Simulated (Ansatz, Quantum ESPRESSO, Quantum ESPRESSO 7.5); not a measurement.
# Complex bands of BP, zinc blende type, lattice constant set to 4.481 Å

Aim: how fast states decay in the gap of BP, zinc blende type, lattice constant set to 4.481 Å.

Method: plane-wave DFT, LDA, GBRV ultrasoft pseudopotentials (cross-check by Ansatz 0.2.0 with PAW datasets), in Quantum ESPRESSO 7.5.

### 1. Set-up

It takes space group F-43m (No. 216, cubic). The conventional cell has a = 4.481 Å, b = 4.481 Å, c = 4.481 Å, α = 90.00°, β = 90.00°, γ = 90.00°. B has 4 P at 1.94 Å nearest. Nearest to P lie 4 B at 1.94 Å. Farther neighbours are not listed.

### 2. Ground state

pwcond needs a cell whose third axis lies along the current and stands perpendicular to the other two.

scf.in

```
&control
  prefix = 'scf'
  outdir = './out'
  pseudo_dir = './pseudo'
  calculation = 'scf'
  tprnfor = .true.
/
&system
  ibrav = 0
  nat = 4
  ntyp = 2
  ecutwfc = 40
  ecutrho = 200
  occupations = 'fixed'
  nbnd = 12
/
&electrons
  conv_thr = 1e-09
  mixing_beta = 0.6
  electron_maxstep = 120
/
ATOMIC_SPECIES
  B   10.8100  b_lda_v1.4.uspp.F.UPF
  P   30.9738  p_lda_v1.5.uspp.F.UPF
CELL_PARAMETERS angstrom
  3.16854548649692 0.00000000000000 0.00000000000000
  0.00000000000000 3.16854548649692 0.00000000000000
  0.00000000000000 0.00000000000000 4.48100000000000
ATOMIC_POSITIONS crystal
  B   0.000000000000 0.000000000000 0.000000000000
  P   0.500000000000 0.000000000000 0.250000000000
  B   0.500000000000 0.500000000000 0.500000000000
  P   0.000000000000 0.500000000000 0.750000000000
K_POINTS automatic
  8 8 6 0 0 0
```

Started as:

```bash
> OMP_NUM_THREADS=1 mpirun -n 2 pw.x -nk 2 -in scf.in > scf.out
```

Planned after this: complex bands with pwcond.x; complex bands with pwcond.x, with nz1 = 1; cross-check with Ansatz; worked from the printed numbers. Settings of the main run: cutoff 40 Ry, fixed occupations, nbnd 12, SCF threshold 1.00e-9 Ry, gbrv-lda-1.5 potentials, 8×8×6 k-mesh, mpi ranks 2, pools 2, omp threads 1.

What does the calculation give for the smallest κ at mid-gap among the four k points, at the zone centre; peak of the smallest κ in the stop band at the zone centre; and peak at the zone centre by Ansatz?

With a gap of 1.13 eV on the mesh, the smallest κ at mid-gap among the four k points, at the zone centre is 0.172 Å⁻¹ (LDA, GBRV ultrasoft). For a barrier with the Fermi level at mid-gap the slowest state found, at the zone centre, loses a factor of ten in probability every 6.7 Å or so. Stop bands away from the zone centre are mostly wider than the gap, so their peaks can lie above the conduction bottom.

```
smallest κ at mid-gap among the four k points, at the zone centre    : 0.172 Å⁻¹
peak of the smallest κ in the stop band at the zone centre           : 0.199 Å⁻¹
peak of the smallest κ in the stop band at (1/2, 0)                  : 0.313 Å⁻¹
peak of the smallest κ in the stop band at (1/4, 0)                  : 0.314 Å⁻¹
energy of the peak at the zone centre, over the highest filled level : 0.85 eV
peak at the zone centre by Ansatz                                    : 0.199 Å⁻¹
```

At the zone centre pwcond's peak is 0.199 and Ansatz's 0.199 1/Å, 0 % apart. The cell is the a/√2 one, turned by 45°, with two primitive cells, so X along [001] folds onto kz = 0. A semilocal gap is too small, often by a third to a half and by more in narrow-gap crystals, so real barriers decay faster.

[Logs are printed without paths, hosts, clocks, repeated set-up lines and the standing remarks that a program may print on its own settings, such as how far it seeks lower states.]

[Hosts, paths, dates, database ids (printed as entryN), source tags and the programs' standing remarks are cut or masked in the printed files.]

[Maps of the electrostatic potential energy from Ansatz leave out the sawtooth potential of an applied field or a dipole correction, so their vacuum need not be flat; planar profiles and work functions include it.]
